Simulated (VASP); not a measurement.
# HfS2 in VASP: relaxation of cell and atoms with PBE

Aim: the relaxation of cell and atoms of HfS2 with PBE.

All numbers are computed with VASP 6.6.1; they aren't measurements. Logs are shortened: lines on timing, memory, paths and dates and some standing lists are left out, and cuts for length are marked.

## Step 1: The structure

The cell holds a sheet with vacuum, 3 atoms: a = 3.630 Å, b = 3.630 Å, c = 18.880 Å, α = 90.00°, β = 90.00°, γ = 120.00°.

The cell was built by a generator and needn't be a form met in nature.

## Step 2: Relaxation of cell and atoms, PBE

INCAR reads:

```
PREC = Accurate
ENCUT = 600
EDIFF = 1E-6
ISMEAR = 0
SIGMA = 0.03
LREAL = F
LASPH = T
NELM = 120
ALGO = Normal
ISIF = 3
LWAVE = F
LCHARG = F
GGA = PE
IBRION = 2
NSW = 40
EDIFFG = -0.005
LATTICE_CONSTRAINTS = .TRUE. .TRUE. .FALSE.
KPAR = 2
```

KPOINTS reads:

```
Automatic mesh
0
Gamma
  12 12 1
```

POSCAR reads:

```
HfS2
1.0
    3.6300000000      0.0000000000      0.0000000000
   -1.8150000000      3.1436722200      0.0000000000
    0.0000000000      0.0000000000     18.8800000000
S Hf
2 1
Direct
    0.3333330000      0.6666670000      0.4237288100
    0.6666670000      0.3333330000      0.5762711900
    0.0000000000      0.0000000000      0.5000000000
```

Potentials or basis: VASP PAW PBE potentials, release 64 (S, Hf_pv).

Launch:

```sh
> cat potpaw_PBE.64/S/POTCAR potpaw_PBE.64/Hf_pv/POTCAR > POTCAR
> mpirun -np 2 vasp_std > vasp.out
```

OUTCAR:

```text
PREC = Accurate
   ENCUT = 600
   EDIFF = 1E-6
   ISMEAR = 0
   LREAL = F
   LASPH = T
   NELM = 120
   ISIF = 3
   GGA = PE
   IBRION = 2
   NSW = 40
   EDIFFG = -0.005

 ion  position               nearest neighbor table
   1  0.333  0.667  0.424-   3 2.54   3 2.54   3 2.54
   2  0.667  0.333  0.576-   3 2.54   3 2.54   3 2.54
   3  0.000  0.000  0.500-   1 2.54   2 2.54   2 2.54   1 2.54   2 2.54   1 2.54

  LATTYP: Found a hexagonal cell.
 ALAT       =     3.6300000000
 C/A-ratio  =     5.2011019284

  Lattice vectors:

 A1 = (   3.6300000000,   0.0000000000,   0.0000000000)
 A2 = (  -1.8150000000,   3.1436722200,   0.0000000000)
 A3 = (   0.0000000000,   0.0000000000,  18.8800000000)

Analysis of symmetry for initial positions (statically):
=====================================================================
 Subroutine PRICEL returns:
 Original cell was already a primitive cell.

 Routine SETGRP: Setting up the symmetry group for a
 hexagonal supercell.

 Subroutine GETGRP returns: Found 12 space group operations
 (whereof 12 operations were pure point group operations)
 out of a pool of 24 trial point group operations.

The static configuration has the point symmetry D_3d.

Analysis of symmetry for dynamics (positions and initial velocities):
=====================================================================
 Subroutine PRICEL returns:
 Original cell was already a primitive cell.

 Routine SETGRP: Setting up the symmetry group for a
 hexagonal supercell.

 Subroutine GETGRP returns: Found 12 space group operations
 (whereof 12 operations were pure point group operations)
 out of a pool of 24 trial point group operations.

The dynamic configuration has the point symmetry D_3d.

 Subroutine INISYM returns: Found 12 space group operations
 (whereof 12 operations are pure point group operations),
 and found     1 'primitive' translations

----------------------------------------------------------------------------------------

                                     Primitive cell

  volume of cell :     215.4497

  direct lattice vectors                    reciprocal lattice vectors
     3.630000000  0.000000000  0.000000000     0.275482094  0.159049661  0.000000000
    -1.815000000  3.143672220  0.000000000     0.000000000  0.318099321  0.000000000
     0.000000000  0.000000000 18.880000000     0.000000000  0.000000000  0.052966102

  length of vectors
     3.630000000  3.630000004 18.880000000     0.318099322  0.318099321  0.052966102

  position of ions in fractional coordinates (direct lattice)
     0.333333000  0.666667000  0.423728810
     0.666667000  0.333333000  0.576271190
     0.000000000  0.000000000  0.500000000

  ion indices of the primitive-cell ions
   primitive index   ion index
                 1           1
                 2           2
                 3           3

----------------------------------------------------------------------------------------

 KPOINTS: Automatic mesh

Automatic generation of k-mesh.
 Grid dimensions read from file:
 generate k-points for:   12   12    1

 Generating k-lattice:

  Cartesian coordinates                     Fractional coordinates (reciprocal lattice)
     0.022956841  0.013254138  0.000000000     0.083333333 -0.000000000  0.000000000
     0.000000000  0.026508277  0.000000000     0.000000000  0.083333333  0.000000000
     0.000000000  0.000000000  0.052966102     0.000000000  0.000000000  1.000000000

  Length of vectors
     0.026508277  0.026508277  0.052966102

  Shift w.r.t. Gamma in fractional coordinates (k-lattice)
     0.000000000  0.000000000  0.000000000

 Subroutine IBZKPT returns following result:
 ===========================================

 Found     19 irreducible k-points:

 Following reciprocal coordinates:
            Coordinates               Weight
  0.000000  0.000000  0.000000      1.000000
  0.083333 -0.000000  0.000000      6.000000
  0.166667 -0.000000  0.000000      6.000000
  0.250000  0.000000  0.000000      6.000000
  0.333333 -0.000000  0.000000      6.000000
  0.416667 -0.000000  0.000000      6.000000
[... 11 lines left out ...]
  0.333333  0.250000  0.000000     12.000000
  0.333333  0.333333  0.000000      2.000000
   k-points           NKPTS =     19   k-points in BZ     NKDIM =     19   number of bands    NBANDS=     15
   number of dos      NEDOS =    301   number of ions     NIONS =      3
   total plane-waves  NPLWV = 144000
   dimension x,y,z NGX =    30 NGY =   30 NGZ =  160
   dimension x,y,z NGXF=    60 NGYF=   60 NGZF=  320
   ions per type =               2   1
   NGX,Y,Z   is equivalent  to a cutoff of  13.74, 13.74, 14.09 a.u.
   NGXF,Y,Z  is equivalent  to a cutoff of  27.48, 27.48, 28.18 a.u.
 SYSTEM =  unknown system
   PREC   = accura    normal or accurate (medium, high low for compatibility)
   ISTART =      0    job   : 0-new  1-cont  2-samecut
   ICHARG =      2    charge: 1-file 2-atom 10-const
   ISPIN  =      1    spin polarized calculation?
   LNONCOLLINEAR =      F non collinear calculations
   LSORBIT =      F    spin-orbit coupling
   LASPH  =      T    aspherical Exc in radial PAW
   ENCUT  =  600.0 eV  44.10 Ry    6.64 a.u.   7.25  7.25 37.71*2*pi/ulx,y,z
   NELM   =    120;   NELMIN=  2; NELMDL= -5     # of ELM steps
   EDIFF  = 0.1E-05   stopping-criterion for ELM
   LREAL  =      F    real-space projection
   EDIFFG = -.5E-02   stopping-criterion for IOM
   NSW    =     40    number of steps for IOM
   IBRION =      2    ionic relax: 0-MD 1-quasi-New 2-CG
   NFREE  =      1    steps in history (QN), initial steepest desc. (CG)
   ISIF   =      3    stress and relaxation
   ISYM   =      2    0-nonsym 1-usesym 2-fastsym
   POTIM  = 0.5000    time-step for ionic-motion
   TEBEG  =    0.0;   TEEND  =   0.0 temperature during run
   PSTRESS=    0.0 pullay stress
   NELECT =      22.0000    total number of electrons
   NUPDOWN=      -1.0000    fix difference up-down
   EMIN   =  10.00;   EMAX   =-10.00  energy-range for DOS
   EFERMI =   0.00;   METHOD = LEGACY
   ISMEAR =     0;   SIGMA  =   0.03  broadening in eV -4-tet -1-fermi 0-gaus
   EFERMI_NEDOS =   21; number of points for ismear=-14 and -15
   IALGO  =     38    algorithm
   IMIX   =      4    mixing-type and parameters
     AMIX     =   0.40;   BMIX     =  1.00
     AMIX_MAG =   1.60;   BMIX_MAG =  1.00
  volume/ion in A,a.u.               =      71.82       484.64
  Fermi-wavevector in a.u.,A,eV,Ry     =   0.765186  1.445992  7.966345  0.585510
  Thomas-Fermi vector in A             =   1.865252
   LORBIT       =      0    0 simple, 1 ext, 2 COOP (PROOUT), +10 PAW based schemes
   GGA     = PE    functional components
   LHFCALC =     F    Hartree Fock is set to
   AEXX    =    0.0000 exact exchange contribution
   IVDW    =     0    specifies the selected vdW correction
   LEPSILON=     F    determine dielectric tensor
   LRPA    =     F    only Hartree local field effects (RPA)
 conjugate gradient relaxation of ions
 non-spin polarized calculation
 Gauss-broadening in eV      SIGMA  =   0.03
  energy-cutoff  :      600.00
  volume of cell :      215.45
 maximum number of plane-waves:      7245
 NGX is ok and might be reduce to    30
   NGX = 15   NGY = 15   NGZ = 75

--------------------------------------- Ionic step        1  -------------------------------------------

 number of electron      22.0000000 magnetization

 Free energy of the ion-electron system (eV)
  ---------------------------------------------------
  ext. energy  EPLUGINS =         0.00000000
  ---------------------------------------------------
  free energy    TOTEN  =       -22.92224923 eV

  energy without entropy =      -22.92224923  energy(sigma->0) =      -22.92224923

------------------------ aborting loop because EDIFF is reached ----------------------------------------

  FORCE on cell =-STRESS in cart. coord.  units (eV):
  Direction    XX          YY          ZZ          XY          YZ          ZX
  --------------------------------------------------------------------------------------
  -------------------------------------------------------------------------------------
  Total        0.4766778      0.4766778      0.3603601      0.0000000     -0.0000000      0.0000000
  in kB        3.5447830      3.5447830      2.6797939      0.0000000     -0.0000000      0.0000000
  external PRESSURE =       3.2564533 kB  Pullay stress =       0.0000000 kB

 VOLUME and BASIS-vectors are now :
 -----------------------------------------------------------------------------
  energy-cutoff  :      600.00
  volume of cell :      215.45
      direct lattice vectors                 reciprocal lattice vectors
     3.630000000  0.000000000  0.000000000     0.275482094  0.159049661  0.000000000
    -1.815000000  3.143672220  0.000000000     0.000000000  0.318099321  0.000000000
     0.000000000  0.000000000 18.880000000     0.000000000  0.000000000  0.052966102
[... 149 lines left out ...]
 POSITION                                       TOTAL-FORCE (eV/Angst)
 -----------------------------------------------------------------------------------
     -0.00000      2.10395      7.99646         0.000000      0.000000     -0.007543
      1.82207      1.05197     10.88354        -0.000000     -0.000000      0.007543
     -1.82207      3.15592      9.44000         0.000000      0.000000      0.000000
 -----------------------------------------------------------------------------------
    total drift:                               -0.000000      0.000000      0.000000

  FREE ENERGIE OF THE ION-ELECTRON SYSTEM (eV)
  ---------------------------------------------------
  free  energy   TOTEN  =       -22.9245818816 eV

  energy  without entropy=      -22.9245818816  energy(sigma->0) =      -22.92458188

--------------------------------------- Ionic step        6  -------------------------------------------

 number of electron      21.9999999 magnetization

 Free energy of the ion-electron system (eV)
  ---------------------------------------------------
  ext. energy  EPLUGINS =         0.00000000
  ---------------------------------------------------
  free energy    TOTEN  =       -22.92458498 eV

  energy without entropy =      -22.92458498  energy(sigma->0) =      -22.92458498

 E-fermi :  -3.2981     XC(G=0):  -3.4993

 val. band max:       -3.4510943557   @ k =   0.0000   0.0000   0.0000
 cond. band min:      -2.1417567547   @ k =   0.5000   0.0000   0.0000
 fundamental gap:      1.3093376009
 Fermi energy:        -3.2980595928

 k-point     1 :       0.0000    0.0000    0.0000
  band No.  band energies     occupation
      1     -34.1115      2.00000
      2     -34.0014      2.00000
      3     -34.0014      2.00000
      4     -16.2228      2.00000
      5     -14.8363      2.00000
      6      -7.4613      2.00000
      7      -6.0389      2.00000
      8      -6.0389      2.00000
      9      -4.2983      2.00000
     10      -3.4511      2.00000
     11      -3.4511      2.00000
     12      -1.3622      0.00000
     13      -1.3622      0.00000
     14      -0.6232      0.00000
     15       1.8859      0.00000
[... 344 lines left out ...]
 POSITION                                       TOTAL-FORCE (eV/Angst)
 -----------------------------------------------------------------------------------
     -0.00000      2.10341      7.99541         0.000000     -0.000000     -0.000151
      1.82161      1.05170     10.88459        -0.000000      0.000000      0.000151
      0.00000     -0.00000      9.44000        -0.000000      0.000000      0.000000
 -----------------------------------------------------------------------------------
    total drift:                                0.000000      0.000000      0.000000

  FREE ENERGIE OF THE ION-ELECTRON SYSTEM (eV)
  ---------------------------------------------------
  free  energy   TOTEN  =       -22.9245849805 eV

  energy  without entropy=      -22.9245849805  energy(sigma->0) =      -22.92458498

 reached required accuracy - stopping structural energy minimisation
```

It took 2.9 min on 2 MPI ranks of Intel Xeon Platinum 8488C (Sapphire Rapids), shared host; peak memory 0.44 GiB.

Results:

```yaml
Free_energy: -22.9246 eV
Relaxed_volume: 72.34 Å³/atom
Relaxed_cell: a = 3.643 Å, b = 3.643 Å, c = 18.880 Å, α = 90.00°, β = 90.00°, γ = 120.00°
Space_group_after_relaxing_to_0.05_Å: P-3m1 (No. 164)
Energy_gained_by_relaxing: 0.8 meV/atom
Ionic_steps: 6
Band_gap_on_the_k_mesh: 1.31 eV, indirect (least direct gap 2.09 eV)
```

The path:
| step | energy change (eV) | largest force (eV/Å) | pressure (GPa) | volume (Å³) |
| --- | --- | --- | --- | --- |
| 1 | 0.0000 | 0.1273 | 0.33 | 215.45 |
| 2 | -0.0005 | 0.0953 | -0.27 | 218.77 |
| 3 | -0.0023 | 0.0073 | 0.00 | 217.20 |
| 4 | -0.0023 | 0.0098 | 0.01 | 217.17 |
| 5 | -0.0023 | 0.0075 | 0.00 | 217.13 |
| 6 | -0.0023 | 0.0002 | 0.00 | 217.02 |

Final structure:
```
S Hf
1.0
     3.64321    0.00000    0.00000
    -1.82161    3.15512    0.00000
     0.00000    0.00000   18.88000
S Hf
2 1
Direct
  0.33333 0.66667 0.42349
  0.66667 0.33333 0.57651
  0.00000 0.00000 0.50000
```

Levels at points of the mesh, in eV from the valence-band top:
| k point | band 7 | band 8 | band 9 | band 10 | band 11 | band 12 | band 13 | band 14 | band 15 |
| --- | --- | --- | --- | --- | --- | --- | --- | --- | --- |
| (0.00, 0.00, 0.00) | -2.59 | -2.59 | -0.85 | 0.00 | 0.00 | 2.09 | 2.09 | 2.83 | 5.34 |
| (0.50, 0.00, 0.00) | -2.97 | -2.37 | -2.24 | -1.25 | -1.04 | 1.31 | 4.12 | 4.17 | 6.27 |

Caveat: spin-orbit coupling is left out, which moves the levels of the heavy elements. A hybrid or GW would open this gap; PBE tends to underestimate it.
